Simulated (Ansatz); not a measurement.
A plane-wave DFT run in Ansatz 0.2.0 (scalar-relativistic PAW potentials unless the input names others): input and command.

```yaml
crystal:
  lattice:
    - [4.2982410474, 0.0, 0.0]
    - [0.0, 4.2982410474, 0.0]
    - [0.0, 0.0, 4.2552586369]
  atoms:
    - { symbol: Cu, position: [0.25, 0.25, 0.25] }
    - { symbol: Cu, position: [0.25, 0.75, 0.75] }
    - { symbol: Cu, position: [0.75, 0.75, 0.25] }
    - { symbol: Cu, position: [0.75, 0.25, 0.75] }
    - { symbol: O, position: [0.0, 0.0, 0.0] }
    - { symbol: O, position: [0.5, 0.5, 0.5] }
basis:
  ecutwfc: 420
kpoints:
  mp_grid: { grid: [0, 8, 8] }
hamiltonian:
  xc: pbe
scf:
  occupations: { method: gaussian, width: 0.02 }
  max_iter: 50
output:
  forces: true
  eigenvalues: true
  stress: true
```

```bash
ansatz run input.yaml --threads 1 --pin off --max-ram 2560MiB --backend cpu --events-out ev --progress --plain --runs-dir out
```

Question: What will the program do with this input?

Answer: The program refuses it, because of a mesh with a zero (kpoints.mp_grid.grid: [8, 8, 8] → [0, 8, 8]). With the sound run's settings it is accepted.

Abridged log:
```
Error: invalid value for `kpoints.mp_grid.grid`: each dimension must be in 1..=255
```